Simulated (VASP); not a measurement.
# ScAl3N4 (Cmc2_1) in VASP: relaxation of cell and atoms with PBE

Aim: the relaxation of cell and atoms of ScAl3N4 with PBE.

Everything below comes from runs of VASP 6.6.1. Logs are shortened: lines on timing, memory, paths and dates and some standing lists are left out, and cuts for length are marked.

### 1 Starting point

Symmetry: Cmc2_1, No. 36, orthorhombic system. The conventional cell has a = 6.480 Å, b = 11.224 Å, c = 5.050 Å, α = 90.00°, β = 90.00°, γ = 90.00°. Al (site symmetry 1) is surrounded by 4 N at 1.93 to 1.96 Å. Al (site symmetry m) is surrounded by 4 N at 1.93 to 1.96 Å. Sc (site symmetry m) has 4 N at 1.93 to 1.96 Å as nearest neighbours. Around N (site symmetry m) lie 2 Sc at 1.93 to 1.96 Å and 2 Al at 1.96 Å. N (site symmetry 1) has 3 Al at 1.93 to 1.96 Å and 1 Sc at 1.96 Å as nearest neighbours. N (site symmetry m) is surrounded by 4 Al at 1.93 to 1.96 Å.

The cell was built by a generator and needn't be a form met in nature.

### 2 Relaxation of cell and atoms, PBE

INCAR

```
ALGO     = Normal         # electronic algorithm
EDIFF    = 1E-6           # SCF threshold, eV
EDIFFG   = -0.01          # ionic threshold
ENCUT    = 600            # plane-wave cutoff, eV
GGA      = PE             # functional
IBRION   = 2              # ionic algorithm
ISIF     = 3              # what is computed and relaxed
ISMEAR   = 0              # smearing method
LASPH    = True           # aspherical terms in the spheres
LCHARG   = False          # write CHGCAR
LREAL    = False          # projectors in reciprocal space
LWAVE    = False          # write WAVECAR
NELM     = 100            # most SCF steps
NSW      = 40             # ionic steps
PREC     = Accurate       # precision mode
SIGMA    = 0.05           # smearing width, eV
```

KPOINTS

```
k-points
0
Gamma
  4 4 5
```

POSCAR

```
ScAl3N4
1.0
    6.4800000000      0.0000000000      0.0000000000
   -3.2400000000      5.6118446165      0.0000000000
    0.0000000000      0.0000000000      5.0500000000
Al Sc N
6 2 8
Direct
    0.1666666667      0.8333333333      0.0000000000
    0.3333333333      0.6666666667      0.5000000000
    0.6666666667      0.3333333333      0.0000000000
    0.8333333333      0.1666666667      0.5000000000
    0.6666666667      0.8333333333      0.0000000000
    0.8333333333      0.6666666667      0.5000000000
    0.1666666667      0.3333333333      0.0000000000
    0.3333333333      0.1666666667      0.5000000000
    0.1666666667      0.3333333333      0.3820000000
    0.3333333333      0.1666666667      0.8820000000
    0.1666666667      0.8333333333      0.3820000000
    0.3333333333      0.6666666667      0.8820000000
    0.6666666667      0.3333333333      0.3820000000
    0.8333333333      0.1666666667      0.8820000000
    0.6666666667      0.8333333333      0.3820000000
    0.8333333333      0.6666666667      0.8820000000
```

Potentials or basis: VASP PAW PBE potentials, release 64 (Al, Sc_sv, N).

Started as:

```bash
cat potpaw_PBE.64/Al/POTCAR potpaw_PBE.64/Sc_sv/POTCAR potpaw_PBE.64/N/POTCAR > POTCAR
mpirun -np 1 vasp_std > vasp.out
```

OUTCAR:

```text
EDIFF = 1E-6
   EDIFFG = -0.01
   ENCUT = 600
   GGA = PE
   IBRION = 2
   ISIF = 3
   ISMEAR = 0
   LASPH = True
   LREAL = False
   NELM = 100
   NSW = 40
   PREC = Accurate

 ion  position               nearest neighbor table
   1  0.167  0.833  0.000-  11 1.93  12 1.96  10 1.96  16 1.96   2 3.14   2 3.14   8 3.14   8 3.14
                             6 3.14   6 3.14   3 3.24   7 3.24   7 3.24   3 3.24   5 3.24   5 3.24
   2  0.333  0.667  0.500-  12 1.93  11 1.96   9 1.96  15 1.96   1 3.14   1 3.14   7 3.14   7 3.14
                             5 3.14   5 3.14   8 3.24   4 3.24   8 3.24   4 3.24   6 3.24   6 3.24
   3  0.667  0.333  0.000-  13 1.93  14 1.96  16 1.96  10 1.96   4 3.14   4 3.14   6 3.14   6 3.14
                             8 3.14   8 3.14   5 3.24   1 3.24   5 3.24   1 3.24   7 3.24   7 3.24
   4  0.833  0.167  0.500-  14 1.93  13 1.96  15 1.96   9 1.96   3 3.14   3 3.14   5 3.14   5 3.14
                             7 3.14   7 3.14   2 3.24   6 3.24   6 3.24   2 3.24   8 3.24   8 3.24
   5  0.667  0.833  0.000-  15 1.93  16 1.96  14 1.96  12 1.96   6 3.14   6 3.14   4 3.14   4 3.14
                             2 3.14   2 3.14   7 3.24   3 3.24   3 3.24   7 3.24   1 3.24   1 3.24
   6  0.833  0.667  0.500-  16 1.93  15 1.96  13 1.96  11 1.96   5 3.14   5 3.14   3 3.14   3 3.14
                             1 3.14   1 3.14   8 3.24   4 3.24   4 3.24   8 3.24   2 3.24   2 3.24
   7  0.167  0.333  0.000-   9 1.93  10 1.96  12 1.96  14 1.96   8 3.14   8 3.14   2 3.14   2 3.14
                             4 3.14   4 3.14   1 3.24   5 3.24   1 3.24   5 3.24   3 3.24   3 3.24
   8  0.333  0.167  0.500-  10 1.93   9 1.96  11 1.96  13 1.96   7 3.14   7 3.14   1 3.14   1 3.14
                             3 3.14   3 3.14   2 3.24   6 3.24   2 3.24   6 3.24   4 3.24   4 3.24
   9  0.167  0.333  0.382-   7 1.93   8 1.96   2 1.96   4 1.96
  10  0.333  0.167  0.882-   8 1.93   7 1.96   1 1.96   3 1.96
  11  0.167  0.833  0.382-   1 1.93   2 1.96   8 1.96   6 1.96
  12  0.333  0.667  0.882-   2 1.93   1 1.96   7 1.96   5 1.96
  13  0.667  0.333  0.382-   3 1.93   4 1.96   6 1.96   8 1.96
  14  0.833  0.167  0.882-   4 1.93   3 1.96   5 1.96   7 1.96
  15  0.667  0.833  0.382-   5 1.93   6 1.96   4 1.96   2 1.96
  16  0.833  0.667  0.882-   6 1.93   5 1.96   3 1.96   1 1.96

  LATTYP: Found a hexagonal cell.
 ALAT       =     6.4800000000
 C/A-ratio  =     0.7793209877

  Lattice vectors:

 A1 = (   6.4800000000,   0.0000000000,   0.0000000000)
 A2 = (  -3.2400000000,   5.6118446165,   0.0000000000)
 A3 = (   0.0000000000,   0.0000000000,   5.0500000000)

Analysis of symmetry for initial positions (statically):
=====================================================================
 Subroutine PRICEL returns:
 Original cell was already a primitive cell.

 Routine SETGRP: Setting up the symmetry group for a
 hexagonal supercell.

 Subroutine GETGRP returns: Found  4 space group operations
 (whereof  1 operations were pure point group operations)
 out of a pool of 24 trial point group operations.

The static configuration has the point symmetry C_1 .
 The point group associated with its full space group is C_2v.

Analysis of symmetry for dynamics (positions and initial velocities):
=====================================================================
[... 155 lines left out ...]
     AMIX_MAG =   1.60;   BMIX_MAG =  1.00
  volume/ion in A,a.u.               =      11.48        77.45
  Fermi-wavevector in a.u.,A,eV,Ry     =   1.241026  2.345199 20.954946  1.540145
  Thomas-Fermi vector in A             =   2.375441
   LORBIT       =      0    0 simple, 1 ext, 2 COOP (PROOUT), +10 PAW based schemes
   GGA     = PE    functional components
   LHFCALC =     F    Hartree Fock is set to
   AEXX    =    0.0000 exact exchange contribution
   IVDW    =     0    specifies the selected vdW correction
   LEPSILON=     F    determine dielectric tensor
   LRPA    =     F    only Hartree local field effects (RPA)
 conjugate gradient relaxation of ions
 non-spin polarized calculation
 Gauss-broadening in eV      SIGMA  =   0.05
  energy-cutoff  :      600.00
  volume of cell :      183.64
 maximum number of plane-waves:      6146
 NGX is ok and might be reduce to    54
   NGX = 25   NGY = 25   NGZ = 21

--------------------------------------- Ionic step        1  -------------------------------------------

 number of electron      79.9999993 magnetization

 Free energy of the ion-electron system (eV)
  ---------------------------------------------------
  ext. energy  EPLUGINS =         0.00000000
  ---------------------------------------------------
  free energy    TOTEN  =      -122.74921881 eV

  energy without entropy =     -122.74921881  energy(sigma->0) =     -122.74921881

------------------------ aborting loop because EDIFF is reached ----------------------------------------

  FORCE on cell =-STRESS in cart. coord.  units (eV):
  Direction    XX          YY          ZZ          XY          YZ          ZX
  --------------------------------------------------------------------------------------
  -------------------------------------------------------------------------------------
  Total        2.4594702      2.4729134      8.9827895      0.0116421      0.0000000      0.0000000
  in kB       21.4575496     21.5748340     78.3699890      0.1015713      0.0000000      0.0000000
  external PRESSURE =      40.4674575 kB  Pullay stress =       0.0000000 kB
[... 131 lines left out ...]
  FREE ENERGIE OF THE ION-ELECTRON SYSTEM (eV)
  ---------------------------------------------------
  free  energy   TOTEN  =      -124.0759615079 eV

  energy  without entropy=     -124.0759615079  energy(sigma->0) =     -124.07596151

[... ionic steps 4 to 15 ...]

--------------------------------------- Ionic step       16  -------------------------------------------

 number of electron      80.0000007 magnetization

------------------------ aborting loop because EDIFF is reached ----------------------------------------
[... 95 lines left out ...]
--------------------------------------- Ionic step       18  -------------------------------------------

 number of electron      80.0000007 magnetization

 Free energy of the ion-electron system (eV)
  ---------------------------------------------------
  ext. energy  EPLUGINS =         0.00000000
  ---------------------------------------------------
  free energy    TOTEN  =      -124.26427661 eV

  energy without entropy =     -124.26427661  energy(sigma->0) =     -124.26427661

 E-fermi :   5.2514     XC(G=0): -10.7514

 val. band max:        4.9284869707   @ k =   0.0000   0.0000   0.0000
 cond. band min:       8.6087477235   @ k =  -0.2500   0.5000   0.0000
 fundamental gap:      3.6802607528
 Fermi energy:         5.2513627862

 k-point     1 :       0.0000    0.0000    0.0000
  band No.  band energies     occupation
      1     -41.9852      2.00000
      2     -41.9563      2.00000
      3     -20.8284      2.00000
      4     -20.7933      2.00000
      5     -20.7584      2.00000
      6     -20.7290      2.00000
[... 1124 lines left out ...]
  FREE ENERGIE OF THE ION-ELECTRON SYSTEM (eV)
  ---------------------------------------------------
  free  energy   TOTEN  =      -124.2642766146 eV

  energy  without entropy=     -124.2642766146  energy(sigma->0) =     -124.26427661

 reached required accuracy - stopping structural energy minimisation
```

OSZICAR:

```text
N       E                     dE             d eps       ncg     rms          rms(c)
DAV:   1     0.114225822301E+04    0.11423E+04   -0.37863E+04  2066   0.177E+03
DAV:   2     0.115012529774E+03   -0.10272E+04   -0.99940E+03  2082   0.535E+02
DAV:   3    -0.125908603551E+03   -0.24092E+03   -0.23030E+03  3276   0.217E+02
[... 152 lines left out ...]
DAV:   1    -0.124264235741E+03    0.64502E-05   -0.16276E-02  2316   0.100E+00    0.335E-02
DAV:   2    -0.124264287354E+03   -0.51614E-04   -0.78097E-04  2653   0.182E-01    0.242E-02
DAV:   3    -0.124264279280E+03    0.80745E-05   -0.29509E-05  3156   0.406E-02    0.116E-02
DAV:   4    -0.124264276688E+03    0.25914E-05   -0.78346E-06  2532   0.200E-02    0.261E-03
DAV:   5    -0.124264276615E+03    0.73882E-07   -0.15624E-06  1561   0.967E-03
  18 F= -.12426428E+03 E0= -.12426428E+03  d E =-.346047E-04
```

Run time: 39 min. Hardware: 1 thread of Intel Xeon Platinum 8488C (Sapphire Rapids), shared host; peak memory 0.47 GiB.

What came out:

| Quantity | Value |
| --- | --- |
| Free energy | -124.2643 eV |
| Relaxed volume | 11.51 Å³/atom |
| Relaxed cell | a = 6.479 Å, b = 6.479 Å, c = 5.052 Å, α = 90.00°, β = 90.00°, γ = 119.70° |
| Space group after relaxing (to 0.05 Å) | Cmc2_1 (No. 36) |
| Energy gained by relaxing | 94.7 meV/atom |
| Ionic steps | 18 |
| Pressure after relaxing | 0.0 GPa |
| Largest force after relaxing | 0.005 eV/Å |
| Band gap on the k mesh | 3.68 eV, indirect (least direct gap 3.71 eV) |

Forces in eV/Å, atoms in the order of the input:
```
Al   0.001 -0.001  0.000
Al  -0.001  0.001  0.000
Al   0.002 -0.001  0.000
Al  -0.002  0.001  0.000
Al  -0.004  0.002 -0.003
Al   0.004 -0.002 -0.003
Sc  -0.001  0.001  0.002
Sc   0.001 -0.001  0.002
N    0.000  0.000  0.001
N    0.000  0.000  0.001
N   -0.001  0.000 -0.002
N    0.001  0.000 -0.002
N   -0.001  0.001 -0.002
N    0.001 -0.001 -0.002
N    0.002 -0.001  0.003
N   -0.002  0.001  0.003
```

The path:
| step | energy change (eV) | largest force (eV/Å) | pressure (GPa) | volume (Å³) |
| --- | --- | --- | --- | --- |
| 1 | 0.0000 | 3.9145 | 4.05 | 183.64 |
| 2 | -1.2204 | 0.7795 | -5.93 | 191.43 |
| 3 | -1.3267 | 0.6975 | -4.25 | 189.58 |
| 4 | -1.4733 | 0.4268 | 2.17 | 182.30 |
| 5 | -1.4835 | 0.3665 | 0.77 | 183.74 |
| 6 | -1.5020 | 0.2077 | -0.07 | 184.47 |
| 7 | -1.5023 | 0.1897 | -0.19 | 184.57 |
| 8 | -1.5106 | 0.0880 | -0.21 | 184.51 |
| 9 | -1.5116 | 0.1092 | -0.22 | 184.47 |
| 10 | -1.5141 | 0.0409 | 0.19 | 184.01 |
| 11 | -1.5141 | 0.0409 | 0.19 | 184.00 |
| 12 | -1.5147 | 0.0280 | -0.09 | 184.27 |
| 13 | -1.5147 | 0.0283 | -0.07 | 184.25 |
| 14 | -1.5149 | 0.0167 | 0.00 | 184.19 |
| 15 | -1.5149 | 0.0220 | 0.02 | 184.17 |
| 16 | -1.5150 | 0.0112 | 0.01 | 184.18 |
| 17 | -1.5150 | 0.0118 | 0.01 | 184.19 |
| 18 | -1.5151 | 0.0049 | -0.02 | 184.22 |

Final structure:
```xyz
16
Lattice="6.4794 0.0169 0.0000 -3.2251 5.6197 0.0000 0.0000 0.0000 5.0516" Properties=species:S:1:pos:R:3 pbc="T T T"
Al   -1.6094    4.6620    5.0490
Al    0.0114    3.7760    2.5232
Al    3.2644    1.8979    5.0490
Al    4.8421    0.9373    2.5232
Al    1.6169    4.7031    5.0292
Al    3.2645    3.7518    2.5034
Sc   -0.0488    1.9070    5.0063
Sc    1.6759    0.9113    2.4805
N    -0.0732    1.9211    2.0898
N     1.7003    0.8972    4.6156
N    -1.6084    4.5482    1.8941
N     0.0105    3.8899    4.4200
N     3.3635    1.9540    1.8941
N     4.7430    0.8812    4.4200
N     1.6403    4.6896    1.9138
N     3.2411    3.7653    4.4396
```

Caveat: an odd mesh through Γ misses points on the zone boundary, where band edges often lie. A hybrid or GW would open this gap; PBE tends to underestimate it.
